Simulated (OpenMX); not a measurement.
Si:

```xyz
2
Lattice="0.0000 2.7219 2.7219 2.7219 0.0000 2.7219 2.7219 2.7219 0.0000" Properties=species:S:1:pos:R:3 pbc="T T T"
Si    2.7219    2.7219    2.7219
Si    4.0828    4.0828    4.0828
```

Base run:

* Program: OpenMX 3.8.5
* Functional: PBE
* Potentials or basis: OpenMX 2013 PBE set, Si7.0-s2p1d1, grid cutoff 300 Ry
* k mesh: 9 × 9 × 9
* Occupations: fermi-dirac, width 0.05 eV
* Spin: no spin polarisation

Its results: band gap on the k mesh 0.93 eV, indirect (least direct gap 2.68 eV); pressure 1.8 GPa.

**Question.** The run is repeated on the same cell with these changes: functional from PBE to LDA; potentials or basis from OpenMX 2013 PBE set, Si7.0-s2p1d1, grid cutoff 300 Ry to OpenMX 2013 LDA set, Si7.0-s2p2d1, grid cutoff 300 Ry. What comes out?

**Answer.** Band gap on the k mesh 0.61 eV, indirect (least direct gap 2.60 eV); pressure -2.0 GPa.

Caveats: the basis of atomic orbitals isn't converged, which shifts pressures, moduli and gaps; an odd mesh through Γ misses points on the zone boundary, where band edges often lie (some runs).

Not every run made on this cell is shown here.
